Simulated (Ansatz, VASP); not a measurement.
Given: the input of a run of VASP 6.6.1 on Ag.

Contents of INCAR:

```
  PREC = Accurate
  ENCUT = 600
  EDIFF = 1E-6
  ISMEAR = -1
  SIGMA = 0.05
  LREAL = False
  LASPH = True
  NELM = 100
  ALGO = Normal
  ISIF = 3
  LWAVE = False
  LCHARG = False
  GGA = PS
  IBRION = 2
  NSW = 80
  EDIFFG = -0.02
```

File KPOINTS:

```
regular mesh
0
Gamma
  11 11 11
```

The input POSCAR:

```
Ag
1.0
    0.0000000000      2.0427500000      2.0427500000
    2.0427500000      0.0000000000      2.0427500000
    2.0427500000      2.0427500000      0.0000000000
Ag
1
Direct
    0.0000000000      0.0000000000      0.0000000000
```

Potentials or basis: VASP PAW PBE potentials, release 64 (Ag).

Command:

```bash
$ cat potpaw_PBE.64/Ag/POTCAR > POTCAR
$ mpirun -np 1 vasp_std > vasp.out
```

Translate it to Ansatz 0.2.0. Potentials there: all-electron LAPW, scalar-relativistic.

As run (the cutoff follows the program's own potentials):

File input.yaml:

```yaml
crystal:
  lattice:
    - [0.0, 2.04275, 2.04275]
    - [2.04275, 0.0, 2.04275]
    - [2.04275, 2.04275, 0.0]
  atoms:
    - { symbol: Ag, position: [0.0, 0.0, 0.0] }
kpoints:
  mp_grid: { grid: [11, 11, 11] }
scf:
  occupations: { method: fermi_dirac, width: 0.05 }
hamiltonian:
  xc: pbesol
  pseudopotentials: { kind: all_electron, lapw: { basis_error: 0.001 } }
output:
  forces: true
  stress: true
relax:
  f_tol: 0.02
  max_steps: 60
  cell: {}
```

Potentials or basis: all-electron LAPW, scalar-relativistic.

The run is started by

```bash
$ ansatz run input.yaml --threads 1 --pin off --max-ram 3072MiB --backend cpu --events-out ev --progress --plain --runs-dir out
```

Both were run:

|  | VASP | Ansatz | Ansatz less VASP |
| --- | --- | --- | --- |
| relaxed volume (Å³/atom) | 16.58 | 16.61 | +0.028 |
| relaxed cell length with the largest relative difference (Å) | 2.862 | 2.864 | +0.0016 |
| energy change over the relaxation (meV/atom) | -5 | -4 | +0.6 |

Ansatz ran all-electron here, so the differences hold the error of VASP's frozen core and of both bases.

Caveats: the PAW data sets were made with another functional, which shifts forces and pressure a little (VASP).
